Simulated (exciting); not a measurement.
Write the native input for exciting (release sodium) that does the following.

| Quantity | Value |
| --- | --- |
| Task | single point |
| Functional | PBEsol |
| Potentials or basis | all-electron LAPW+lo, shipped species files, valence relativity iora* |
| rgkmax | 9 |
| k mesh | 11 × 11 × 6 |
| Occupations | fermi-dirac, width 0.05 eV |
| Spin | no spin polarisation |
| gmaxvr (cutoff of density and potential) | 14 1/bohr |
| lmaxapw (and lmaxmat) | 10 |
| lmaxvr | 8 |
| nempty | 18 |
| Valence relativity | iora* |
| epsengy | 1e-05 Ha |
| epspot | 1e-05 Ha |
| maxscl | 60 |
| Muffin-tin radii | Pd 2.3 bohr |

Crystal: Pd.

```
CELL_PARAMETERS angstrom
2.78367 0.00000 0.00000
-1.39183 2.41072 0.00000
0.00000 0.00000 4.62889
ATOMIC_POSITIONS crystal
Pd 0.33333 0.66667 0.25000
Pd 0.66667 0.33333 0.75000
```

This isn't the form of Pd at room conditions, which is fcc.

These files were run (other wordings do the same):

input.xml

```xml
<input>
  <title>Pd</title>
  <structure speciespath="./" tshift="false">
    <crystal scale="1">
      <basevect>5.260364559256 0.000000000000 0.000000000000</basevect>
      <basevect>-2.630182279628 4.555609341503 0.000000000000</basevect>
      <basevect>0.000000000000 0.000000000000 8.747340030197</basevect>
    </crystal>
    <species speciesfile="Pd.xml" rmt="2.3">
      <atom coord="0.333333333300 0.666666666700 0.250000000000"/>
      <atom coord="0.666666666700 0.333333333300 0.750000000000"/>
    </species>
  </structure>
  <groundstate do="fromscratch" ngridk="11 11 6" rgkmax="9" gmaxvr="14" lmaxapw="10" lmaxmat="10" lmaxvr="8" xctype="GGA_PBE_SOL" stype="Fermi Dirac" swidth="0.00183747" nempty="18" ValenceRelativity="iora*" epsengy="1e-05" epspot="1e-05" maxscl="60" tforce="true" outputlevel="normal"/>
</input>
```

Potentials or basis: all-electron LAPW+lo, shipped species files, valence relativity iora*.

Run with:

```console
$ OMP_NUM_THREADS=1 exciting_smp
```

Results of the run:

```json
{
  "Band gap on the k mesh": "none (metal or under the smearing width)",
  "All electrons inside the program's atomic spheres": "Pd 44.22 (radii Pd 2.3 bohr)"
}
```

Caveat: the log's total energy holds no entropy term; the free energy is that total less TS from the occupations.

Wall time 75 s on 1 thread of Intel(R) Xeon(R) Platinum 8375C CPU @ 2.90GHz (Ice Lake), with other jobs on the host, peak memory 0.13 GiB.
